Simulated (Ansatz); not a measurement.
# Eigenvalues along a path: Si (sc type)

```
Si
1.0
     2.53032    0.00000    0.00000
     0.00000    2.53032    0.00000
     0.00000    0.00000    2.53032
Si
1
Cartesian
  0.0000 0.0000 0.0000
```

The cell comes from a relaxation on PAW files under the same functional, begun from a prototype that needn't be the stable phase.

Computed with Ansatz 0.2.0; functional PBE, scalar-relativistic. Settings: a Γ-centred 15×15×15 k mesh, Fermi–Dirac smearing of 0.08 eV, no spin polarisation. Methods: LAPW: all electrons, basis error target 1 meV/atom.

Path points, in fractions of the reciprocal vectors: Γ (0.000, 0.000, 0.000), X (0.000, 0.500, 0.000), M (0.500, 0.500, 0.000), R (0.500, 0.500, 0.500). The distance column jumps between branches of the path. Levels in eV from the Fermi level; bands 5 to 8, counted from the lowest band of the run. The gap is zero, the pressure -0.01 GPa.

```
# k(1/Å) point b5 b6 b7 b8
0.000 Γ -13.18 7.46 7.46 7.69
0.177 - -13.07 5.12 7.55 7.78
0.355 - -12.73 2.67 7.82 8.06
0.532 - -12.17 0.33 8.24 8.52
0.709 - -11.39 -1.86 8.79 9.15
0.887 - -10.42 -3.86 9.38 9.91
1.064 - -9.32 -5.57 9.87 10.67
1.242 X -8.59 -6.51 10.07 11.06
1.419 - -8.48 -6.40 8.45 11.15
1.596 - -8.14 -6.10 6.32 10.24
1.774 - -7.58 -5.59 4.19 7.78
1.951 - -6.79 -4.90 2.14 5.55
2.128 - -5.80 -4.08 0.22 3.62
2.306 - -4.61 -3.26 -1.54 2.14
2.483 M -3.47 -2.86 -2.86 1.51
2.734 - -5.45 -2.65 -1.55 2.79
2.985 - -7.68 -2.01 -0.52 5.79
3.236 - -9.61 -0.94 0.65 9.37
3.487 - -11.16 0.55 2.11 9.35
3.737 - -12.28 2.48 3.85 8.43
3.988 - -12.95 4.82 5.75 7.88
4.239 Γ -13.18 7.46 7.46 7.69
4.546 - -12.84 4.91 4.91 6.98
4.853 - -11.83 2.86 2.86 5.66
5.161 - -10.15 1.42 1.42 4.52
5.468 - -7.85 0.57 0.57 3.85
5.775 - -4.99 0.28 0.28 3.74
6.082 - -1.77 0.40 0.40 4.00
6.389 R 0.56 0.56 0.56 3.55
6.640 - -0.94 -0.17 0.76 4.29
6.891 - -3.11 -1.71 1.37 5.06
7.142 - -5.03 -3.31 2.39 6.10
7.393 - -6.57 -4.67 3.82 7.44
7.644 - -7.69 -5.68 5.66 8.97
7.895 - -8.36 -6.30 7.88 10.40
8.145 X -8.59 -6.51 10.07 11.06
9.901 R 0.56 0.56 0.56 3.55
10.079 - 0.04 0.20 0.20 4.24
10.256 - -0.89 -0.55 -0.55 3.99
10.433 - -1.77 -1.33 -1.33 3.17
10.611 - -2.50 -1.98 -1.98 2.46
10.788 - -3.04 -2.47 -2.47 1.94
10.965 - -3.36 -2.76 -2.76 1.62
11.143 M -3.47 -2.86 -2.86 1.51
```
